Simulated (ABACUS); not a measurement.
## Ir: single point with TPSS

The system is Ir.

```
CELL_PARAMETERS angstrom
0.00000 1.91560 1.91560
1.91560 0.00000 1.91560
1.91560 1.91560 0.00000
ATOMIC_POSITIONS crystal
Ir 0.00000 0.00000 0.00000
```

* Program: ABACUS 3.10.1
* Task: single point
* Functional: TPSS
* Potentials or basis: SG15 ONCV 1.2 PBE
* Cutoff: 1075 eV
* Density cutoff: 4299 eV
* Basis: plane waves
* k mesh: 8 × 8 × 8
* Occupations: fermi-dirac, width 0.05 eV
* Spin: no spin polarisation

* Pressure: 7.0 GPa
* Band gap on the k mesh: none (metal or under the smearing width)

Levels at points of the mesh, in eV from the Fermi level:
| k point | band 4 | band 5 | band 6 | band 7 | band 8 | band 9 | band 10 | band 11 | band 12 | band 13 |
| --- | --- | --- | --- | --- | --- | --- | --- | --- | --- | --- |
| (0.00, 0.00, 0.00) | -49.84 | -11.25 | -3.96 | -3.96 | -3.96 | -1.30 | -1.30 | 13.43 | 19.06 | 19.06 |
| (0.50, 0.50, 0.50) | -49.95 | -8.23 | -4.11 | -4.11 | -0.90 | 0.87 | 0.87 | 7.36 | 13.07 | 19.21 |
| (0.50, 0.50, 0.00) | -50.14 | -8.13 | -7.48 | 0.79 | 1.49 | 1.49 | 1.62 | 10.63 | 11.50 | 11.50 |

It took 12 s on 4 MPI ranks on Intel(R) Xeon(R) Platinum 8488C (Sapphire Rapids), with other jobs on the host, peak memory 0.32 GiB a rank.

Caveat: the potentials were made for another functional, which shifts forces and pressure. The run has no spin-orbit coupling, so splittings on Ir are missing.
